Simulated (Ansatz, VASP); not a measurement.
## KI2 in VASP and in Ansatz

File INCAR:

```
SYSTEM = KI2
PREC = Accurate
ENCUT = 520
EDIFF = 1E-7
ISMEAR = 0
SIGMA = 0.1
LREAL = .FALSE.
LASPH = .TRUE.
NELM = 100
ALGO = Normal
ISIF = 2
LWAVE = .FALSE.
LCHARG = .TRUE.
GGA = PE
LELF = .TRUE.
LVHAR = .TRUE.
NBANDS = 18
```

The input KPOINTS:

```
Automatic mesh
0
G
  4 4 4
  0 0 0
```

POSCAR

```
KI2
1.0
    3.8919338400      0.0000000000      0.0000000000
    0.0000000000      3.8919338400      0.0000000000
    0.0000000000      0.0000000000      7.4358553600
K I
1 2
Direct
    0.0000000000      0.0000000000      0.0000000000
    0.5000000000      0.5000000000      0.2700000100
    0.5000000000      0.5000000000      0.7299999900
```

Input for Ansatz:

```yaml
crystal:
  lattice:
    - [3.89193384, 0.0, 0.0]
    - [0.0, 3.89193384, 0.0]
    - [0.0, 0.0, 7.43585536]
  atoms:
    - { symbol: K, position: [0.0, 0.0, 0.0] }
    - { symbol: I, position: [0.5, 0.5, 0.27000001] }
    - { symbol: I, position: [0.5, 0.5, 0.72999999] }
basis:
  ecutwfc: 420
kpoints:
  mp_grid: { grid: [4, 4, 4] }
hamiltonian:
  xc: pbe
scf:
  occupations: { method: gaussian, width: 0.1 }
  lower_state_search: "off"
output:
  forces: true
  stress: true
  eigenvalues: true
```

Change from the starting cell: species swapped into the FeSi2 type (P4/mmm, No. 123).

Alike in both runs: task single point; functional PBE; k mesh 4 × 4 × 4; occupations gaussian, width 0.1 eV; no spin polarisation.

|  | VASP | Ansatz |
| --- | --- | --- |
| version | VASP 6.6.1 | Ansatz 0.2.0 |
| potentials or method | VASP PAW PBE potentials, release 64 (K_sv, I) | scalar-relativistic, plane waves, PAW |
| plane-wave cutoff (eV) | 520 | 420 |
| valence electrons in the cell | 23 | 43 |

Ansatz gave:

* gap on the k mesh at the Fermi level (eV): none
* pressure (GPa): 3.4
* largest component of the traceless stress (GPa): 2.05
* rms of the force components (eV/Å): 0.052

Question: Estimate VASP's values.

Answer: gap on the k mesh at the Fermi level (eV): none; pressure (GPa): 3.4; largest component of the traceless stress (GPa): 2.08; rms of the force components (eV/Å): 0.057.

Atom by atom the forces differ by 0.005 eV/Å (rms over components). A gap of «none» marks a metal or a gap that the smearing closes. The two sets of potentials don't hold the same shells in valence.

Caveats: the k mesh is coarse (spacing up to 0.40 Å⁻¹), so the values aren't converged; an odd number of electrons without spin polarisation forces a metal; a magnetic or distorted state may lie lower. Spin-orbit coupling is left out, which matters for the levels of I.
